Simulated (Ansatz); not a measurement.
# A convergence test on TePb (Fm-3m): k mesh of the density

Wanted: the cheapest k mesh of the density that holds the PBE gap of TePb (Fm-3m).

Main program and level: Ansatz 0.2.0; DFT, PBE, plane waves, PAW.

## 1. Starting point

The structure is cubic, space group Fm-3m (No. 225). The conventional cell has a = 6.462 Å, b = 6.462 Å, c = 6.462 Å, α = 90.00°, β = 90.00°, γ = 90.00°. Te has 6 Pb at 3.23 Å nearest. Nearest to Pb lie 6 Te at 3.23 Å. Farther neighbours and most contacts between anions are not listed.

Structure file:

```cif
data_structure
_symmetry_space_group_name_H-M 'Fm-3m'
_symmetry_Int_Tables_number 225
_cell_length_a 6.4620
_cell_length_b 6.4620
_cell_length_c 6.4620
_cell_angle_alpha 90.000
_cell_angle_beta 90.000
_cell_angle_gamma 90.000
_cell_volume 269.84
loop_
_atom_site_label
_atom_site_type_symbol
_atom_site_symmetry_multiplicity
_atom_site_Wyckoff_symbol
_atom_site_fract_x
_atom_site_fract_y
_atom_site_fract_z
_atom_site_occupancy
Te1 Te 4 b 0.50000 0.00000 0.00000 1
Pb1 Pb 4 a 0.00000 0.00000 0.00000 1
```

The cell and positions come from the Crystallography Open Database and are kept as given unless a step says otherwise. Spin-orbit coupling is left out unless a step names it. The default PAW set here is soft_2. Its files were made with PBE.

## 2. k mesh of the density: 2×2×2

Input file input.yaml:

```yaml
crystal:
  lattice:
    - [0.0, 3.231, 3.231]
    - [3.231, 0.0, 3.231]
    - [3.231, 3.231, 0.0]
  atoms:
    - { symbol: Te, position: [0.5, 0.5, 0.5] }
    - { symbol: Pb, position: [0.0, 0.0, 0.0] }
kpoints:
  mp_grid: { grid: [2, 2, 2] }
  band_path:
    path:
      - [0.0, 0.0, 0.0]
      - [0.5, 0.0, 0.5]
      - [0.625, 0.25, 0.625]
      - [0.375, 0.375, 0.75]
      - [0.5, 0.5, 0.5]
      - [0.5, 0.25, 0.75]
    npoints: 1
hamiltonian:
  xc: pbe
scf:
  occupations: { method: fixed }
  n_extra_bands: 4
output:
  eigenvalues: true
  write_density: true
  write_potential: true
  elf: true
  volumetric_format: npy
```

The run is started by

```sh
$ ansatz run input.yaml --threads 3 --pin off --max-ram 92160MiB --backend cuda --events-out ev --progress --plain --runs-dir out --devices 1 --max-vram 13GiB
```

Numbers of over 12 decimals in the logs are rounded to 6 here.

The program printed:

```text
scf.n_extra_bands = 4 over 15 filled bands (N_el = 30.0): the run solves 19 bands
GPUs: using 1 of 1 available (devices: 1).
Engine: ansatz 0.2.0, x86_64-unknown-linux-gnu
Pseudopotentials: kind: paw
Pseudopotential: Te, paw, valence charge 16, recommended cutoff 420 eV (normal), Te.paw.azcp
Pseudopotential: Pb, paw, valence charge 14, recommended cutoff 420 eV (normal), Pb.paw.azcp
Functional definition: PBE
  parameter kappa = 0.804
  parameter beta = 0.066725
  exchange = pbe_x(kappa = kappa, mu = beta*pi^2/3)
  correlation = pbe_c(beta = beta)
device memory: the entry about to start is reckoned to put 1.6 GiB on a device that reports 49.0 GiB free (of which the cap on the GPU budget leaves the run 13.0 GiB)
GPU FFT provider: cuFFT
GPU libraries: cuBLAS 13.8.2, cuFFT 12.4.0, cuSOLVER 12.3.4
Crystal: 2 atoms, lattice volume = 67.459 Å³
Basis set: ecut = 420 eV, 1363 PW (Γ)
Bands: 19, of which v1, the nominal top of the filled ones, is band 15 counted from 1 (14 counted from 0)
Symmetry: 48 space group operations
Space group: Fm-3m (ITA 225), of the structure as read, at distance tolerance 4.1e-5 Å
k-points: 3 of 8
Non-local potential: Te, projectors of the file, l = 0: 2, l = 1: 2, l = 2: 2, l = 3: 2
Non-local potential: Pb, projectors of the file, l = 0: 2, l = 1: 2, l = 2: 2, l = 3: 2
PAW form: soft (Blöchl's): semilocal exchange-correlation on the pseudo side does not see the compensation charge
PAW one-centre angular grid: Te, 590 points (default); XC on 64 Gauss nodes
PAW one-centre angular grid: Pb, 590 points (default); XC on 64 Gauss nodes
Initial density: superposition of atomic densities (neutral atoms: chi_scale 0, normalization atom), corrected by the library's trained network
Initial wavefunctions: pseudopotential atomic-orbital guess
GPU buffer pool allocated for 32768 grid points (all kernels)
GPU transforms: local potential and band sums: pruned to the plane-wave sphere, on 30×32×32
Functional: x = pbe(κ = 0.804, μ = 0.219515), c = pbe(β = 0.066725)
SCF iter   1: F=—  HF=-18885.595649 eV  |F-HF|=—  |Δ(HF+E_count)|=         —  Δρ=1.38e-2  dr2=3.11e-1  ethr=1.77e-3  ⟨swp⟩=4.7  Hψ=237  notcnv=0  defer=5
preconditioner: auto → none  [insulator: Δε(μ)=0.728 eV  Ē_g=14.707 eV  n_scr=14 (ndim 8)  ℏωp=20.2 eV  f_vac=0.014  ε∞_Penn≈2.9]
SCF iter   2: F=—  HF=-18885.498949 eV  |F-HF|=—  |Δ(HF+E_count)|=   9.67e-2  Δρ=4.13e-3  dr2=9.58e-3  ethr=1.04e-3  ⟨swp⟩=3.0  Hψ=110  notcnv=0  defer=3
SCF iter   3: F=—  HF=-18885.495910 eV  |F-HF|=—  |Δ(HF+E_count)|=   3.04e-3  Δρ=2.14e-3  dr2=2.13e-3  ethr=3.19e-5  ⟨swp⟩=3.0  Hψ=120  notcnv=0  defer=3
SCF iter   4: F=—  HF=-18885.496442 eV  |F-HF|=—  |Δ(HF+E_count)|=   5.32e-4  Δρ=8.73e-4  dr2=4.52e-4  ethr=7.10e-6  ⟨swp⟩=2.0  Hψ=74  notcnv=0  defer=3
SCF iter   5: F=—  HF=-18885.496520 eV  |F-HF|=—  |Δ(HF+E_count)|=   7.81e-5  Δρ=2.12e-4  dr2=2.45e-5  ethr=1.51e-6  ⟨swp⟩=3.0  Hψ=96  notcnv=0  defer=3
SCF iter   6: F=—  HF=-18885.496634 eV  |F-HF|=—  |Δ(HF+E_count)|=   1.14e-4  Δρ=2.43e-5  dr2=3.21e-7  ethr=8.17e-8  ⟨swp⟩=2.3  Hψ=81  notcnv=0
SCF iter   7: F=-18885.496634 eV  HF=-18885.496634 eV  |F-HF|=2.32e-9  |Δ(HF+E_count)|=   1.23e-7  Δρ=2.59e-6  dr2=2.97e-9  ethr=3.33e-10  ⟨swp⟩=6.3  Hψ=269  notcnv=0
SCF 1 converged in 7 iterations: F = -18885.496634 eV  dr2 = 2.97e-9
[...]
device memory: the entry about to start is reckoned to put 1.0 GiB on a device that reports 49.0 GiB free (of which the cap on the GPU budget leaves the run 13.0 GiB)
NSCF: frozen V_eff on 6 k-points
SCF converged after 7 iterations
Free energy (F): -18885.496634 eV
Harris-Foulkes:  -18885.496634 eV  (|F-HF|=2.32e-9)
Internal energy: -18885.496634 eV  (E = F + TS)
E sigma→0 (E₀):  -18885.496634 eV
Fermi energy:    8.901010 eV
--- Per-component energies (eV) ---
  E_band       = -307.376238
  E_kinetic    = 471.208177
  E_local      = -2393.853315  (includes V_loc(G=0)·N_el)
  E_nonlocal   = 40.572715
  E_hartree    = 1261.818719
  E_xc         = -347.066596
  E_vxc        = -238.916629  (∫ρ·V_xc dr)
  E_paw        = -15065.257024  (= ΣΔE_a)
  E_vpaw       = -710.025747  (= ΣTr[D̂ρ^β])
  E_aug_tail   = -0.000146  (compensation charges beyond the density's cutoff)
  E_ewald      = -2852.919164
  E_smearing   = -0.000000  (= −TS)
  E_closure    = 0.000000  (closes the sum)
  Σ components = -18885.496634   (vs F -18885.496634, Δ=0.00e0)
--- Band table (eV) ---
  k-point 0: bands = [... 11 lower, 3.1892, 7.6259, 7.6259, 7.6259, 12.7741, 12.7741, 12.7741, 14.6145]
  k-point 1: bands = [... 11 lower, -0.0084, 8.1643, 8.1643, 8.9010, 9.4987, 9.9106, 9.9106, 17.2776]
  k-point 2: bands = [... 11 lower, 1.3240, 4.3560, 6.0994, 6.0994, 12.0799, 14.2708, 14.2708, 15.6366]
```

Run time: 5.6 s. Hardware: 1 × NVIDIA H100 80GB HBM3 (shared by 6 runs) with 3 threads of AMD EPYC 7R13 (Zen 3), shared host; peak memory 0.92 GiB; 3.4 s of CPU time.

Numbers from this step:

```yaml
gap: 0.5977 eV
valence_top_at: L
conduction_bottom_at: L
least_direct_gap: 0.5977 eV
```

The gap is direct, at (0.500, 0.500, 0.500).

## 3. k mesh of the density: 4×4×4

input.yaml: that of step 2 with these lines changed.

```diff
@@ -9,3 +9,3 @@
 kpoints:
-  mp_grid: { grid: [2, 2, 2] }
+  mp_grid: { grid: [4, 4, 4] }
   band_path:
@@ -26,5 +26 @@
   eigenvalues: true
-  write_density: true
-  write_potential: true
-  elf: true
-  volumetric_format: npy
```

The program printed:

```text
[...]
GPUs: using 1 of 1 available (devices: 1).
[...]
GPU FFT provider: cuFFT
GPU libraries: cuBLAS 13.8.2, cuFFT 12.4.0, cuSOLVER 12.3.4
Crystal: 2 atoms, lattice volume = 67.459 Å³
Basis set: ecut = 420 eV, 1363 PW (Γ)
Bands: 19, of which v1, the nominal top of the filled ones, is band 15 counted from 1 (14 counted from 0)
[... 1 set-up line as in the run before ...]
[...]
k-points: 8 of 64
[...]
Fermi energy:    8.702420 eV
[...]
--- Band table (eV; the first three rows and the last of 8) ---
  k-point 0: bands = [... 11 lower, 3.1081, 7.3493, 7.3493, 7.3493, 12.7761, 12.7761, 12.7761, 14.5178]
  k-point 1: bands = [... 11 lower, 1.6917, 7.5128, 7.5128, 8.0447, 10.8218, 11.1516, 11.1516, 14.6605]
  k-point 2: bands = [... 11 lower, 0.1200, 7.8071, 7.8071, 8.7024, 9.4321, 9.9715, 9.9715, 17.0765]
  k-point 7: bands = [... 11 lower, 0.7258, 4.9120, 4.9120, 8.3396, 10.3712, 13.9228, 13.9228, 15.5501]
[key lines of the parts left out:]
SCF converged after 6 iterations
Free energy (F): -18887.156852 eV
```

Run time: 3.3 s. Hardware: 1 × NVIDIA H100 80GB HBM3 (shared by 6 runs) with 3 threads; peak memory 0.93 GiB; 3.6 s of CPU time.

This step gave:

| Property | Result |
| --- | --- |
| gap | 0.7297 eV |
| valence top at | L |
| conduction bottom at | L |
| least direct gap | 0.7297 eV |

The gap is 0.730 eV, +0.132 eV from the run before at this level.

## 4. k mesh of the density: 6×6×6 (the default)

input.yaml, the sections that differ from step 3:

```yaml
kpoints:
  mp_grid: { grid: [6, 6, 6] }
  band_path:
    path:
      - [[0.0, 0.0, 0.0], [0.5, 0.0, 0.5], [0.625, 0.25, 0.625]]
      - [[0.375, 0.375, 0.75], [0.0, 0.0, 0.0], [0.5, 0.5, 0.5], [0.5, 0.25, 0.75], [0.5, 0.0, 0.5]]
    npoints: 10
scf:
  occupations: { method: fermi_dirac, width: 0.02 }
  n_extra_bands: 4
output:
  eigenvalues: true
  write_density: true
  write_potential: true
  elf: true
  volumetric_format: npy
# crystal, hamiltonian: as in step 3
```

The program printed:

```text
[...]
GPUs: using 1 of 1 available (devices: 1).
[...]
GPU FFT provider: cuFFT
GPU libraries: cuBLAS 13.8.2, cuFFT 12.4.0, cuSOLVER 12.3.4
Crystal: 2 atoms, lattice volume = 67.459 Å³
Basis set: ecut = 420 eV, 1363 PW (Γ)
Bands: 19, of which v1, the nominal top of the filled ones, is band 15 counted from 1 (14 counted from 0)
[... 1 set-up line as in the run before ...]
[...]
k-points: 16 of 216
[...]
Fermi energy:    9.070725 eV
[...]
--- Band table (eV; the first three rows and the last of 16) ---
  k-point 0: bands = [... 11 lower, 3.1124, 7.3512, 7.3512, 7.3512, 12.7789, 12.7789, 12.7789, 14.5196]
  k-point 1: bands = [... 11 lower, 2.3821, 7.4228, 7.4228, 7.7439, 11.6014, 11.8434, 11.8434, 14.3704]
  k-point 2: bands = [... 11 lower, 0.9848, 7.6362, 7.6362, 8.3239, 10.1636, 10.5540, 10.5540, 15.3162]
  k-point 15: bands = [... 11 lower, 0.8886, 4.5360, 5.3554, 7.4440, 11.5006, 13.0305, 14.6908, 14.7422]
[key lines of the parts left out:]
SCF converged after 6 iterations
Free energy (F): -18887.165171 eV
```

The job ended after 3.6 s (1 × NVIDIA H100 80GB HBM3 (shared by 6 runs) with 3 threads; peak memory 0.94 GiB).

This step gave:

```yaml
gap: 0.7302 eV
valence_top_at: L
conduction_bottom_at: L
least_direct_gap: 0.7302 eV
```

The gap is 0.730 eV, +0.001 eV from the run before at this level.

## 5. k mesh of the density: 10×10×10

input.yaml, the sections that differ from step 4:

```yaml
kpoints:
  mp_grid: { grid: [10, 10, 10] }
  band_path:
    path:
      - [0.0, 0.0, 0.0]
      - [0.5, 0.0, 0.5]
      - [0.625, 0.25, 0.625]
      - [0.375, 0.375, 0.75]
      - [0.5, 0.5, 0.5]
      - [0.5, 0.25, 0.75]
    npoints: 1
scf:
  occupations: { method: fixed }
  n_extra_bands: 4
output:
  eigenvalues: true
# crystal, hamiltonian: as in step 4
```

The program printed:

```text
[...]
GPUs: using 1 of 1 available (devices: 1).
[...]
GPU FFT provider: cuFFT
GPU libraries: cuBLAS 13.8.2, cuFFT 12.4.0, cuSOLVER 12.3.4
Crystal: 2 atoms, lattice volume = 67.459 Å³
Basis set: ecut = 420 eV, 1363 PW (Γ)
Bands: 19, of which v1, the nominal top of the filled ones, is band 15 counted from 1 (14 counted from 0)
[... 1 set-up line as in the run before ...]
[...]
k-points: 47 of 1000
[...]
Fermi energy:    8.705878 eV
[...]
--- Band table (eV; the first three rows and the last of 47) ---
  k-point 0: bands = [... 11 lower, 3.1131, 7.3510, 7.3510, 7.3510, 12.7795, 12.7795, 12.7795, 14.5200]
  k-point 1: bands = [... 11 lower, 2.8241, 7.3764, 7.3764, 7.5164, 12.2363, 12.3708, 12.3708, 14.3778]
  k-point 2: bands = [... 11 lower, 2.1191, 7.4549, 7.4549, 7.8669, 11.2822, 11.5643, 11.5643, 14.4457]
  k-point 46: bands = [... 11 lower, 0.7911, 4.6748, 5.1778, 7.9273, 10.8720, 13.3901, 14.4111, 15.0149]
[key lines of the parts left out:]
SCF converged after 6 iterations
Free energy (F): -18887.164484 eV
```

Run time: 2.5 s. Hardware: 1 × NVIDIA H100 80GB HBM3 (shared by 6 runs) with 3 threads; peak memory 0.93 GiB.

Numbers from this step:

- gap: 0.7308 eV
- valence top at: L
- conduction bottom at: L
- least direct gap: 0.7308 eV

The gap is 0.731 eV, +0.001 eV from the run before at this level.

## 6. The series

Differences are against the last row; a negative gap means that bands overlap, and a run with a band path holds that path's time. Times are wall times on 1 × NVIDIA H100 80GB HBM3 (shared by 6 runs) with 3 threads of AMD EPYC 7R13 (Zen 3), shared host, good to a factor of about two.

```
k mesh of the density  gap (eV)  direct gap (eV)  gap error (eV)  energy error (meV/atom)  irreducible k   time
                2×2×2     0.598            0.598          −0.133                   +833.9              3  5.6 s
                4×4×4     0.730            0.730          −0.001                     +3.8              8  3.3 s
                6×6×6     0.730            0.730          −0.001                     −0.3             16  3.6 s
             10×10×10     0.731            0.731          +0.000                     +0.0             47  2.5 s
```

## 7. Summary of results

```json
{
  "2×2×2": "0.598 eV",
  "4×4×4": "0.730 eV",
  "6×6×6": "0.730 eV",
  "10×10×10": "0.731 eV"
}
```

The gap holds to 0.02 eV from 4×4×4 on. At 2×2×2 the gap is off by −0.133 eV and the energy by +834 meV/atom. The gap is read over the mesh and added points near the edges, so meshes differ mainly through the density and, for a hybrid, the exchange operator.

[Paths, hosts, dates, memory and timing lines, banners, echoed tables and standing remarks are left out of the program output.]

[Logs are printed without paths, hosts, clocks, repeated set-up lines and the standing remarks that a program may print on its own settings, such as how far it seeks lower states.]

[Runs of the session that timed out or met a known fault of the program may be left out.]

[Cells called generated may have been cut or substituted from an entry of the Crystallography Open Database or the Materials Project.]

[Hosts, paths, dates, database ids (printed as entryN), source tags and the programs' standing remarks are cut or masked in the printed files.]
